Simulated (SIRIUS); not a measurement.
Pb under changes of volume

One of the cells (31.654 Å³/atom); the others are scaled copies at fixed shape and fractional positions:

```
CELL_PARAMETERS angstrom
-1.99277 1.99277 1.99277
1.99277 -1.99277 1.99277
1.99277 1.99277 -1.99277
ATOMIC_POSITIONS crystal
Pb 0.00000 0.00000 0.00000
```

This isn't the form of Pb at room conditions, which is fcc.

- Program: SIRIUS 7.12.0
- Functional: PBEsol
- Potentials or basis: PseudoDojo 0.4.1 PBEsol standard (scalar relativistic)
- Cutoff: 765 eV
- Density cutoff: 3061 eV
- k mesh: 9 × 9 × 9
- Occupations: fermi-dirac, width 0.05 eV
- Spin: no spin polarisation

```tsv
volume (Å³/atom)	energy over the lowest point (meV/atom)	pressure (GPa)
29.172	1.16	0.9
29.792	0.00	-0.2
30.413	?	?
31.654	18.56	-2.6
32.275	30.49	-3.2
32.896	44.57	-3.7
```

Q: What does the run at 30.413 Å³/atom give?

A: Energy over the lowest point 2.85 meV/atom; pressure -1.1 GPa.

Worked out: A Birch-Murnaghan fit of order 3 (a polynomial in V^(-2/3)) to the other rows has its minimum at 29.65 Å³/atom with B0 = V·E''(V) = 52 GPa and B' = 6.1. It gives 2.87 meV/atom at 30.413 Å³/atom, against the run's 2.85, and -dE/dV = -1.2 GPa, against -1.1.

Energies are extrapolated to zero smearing.
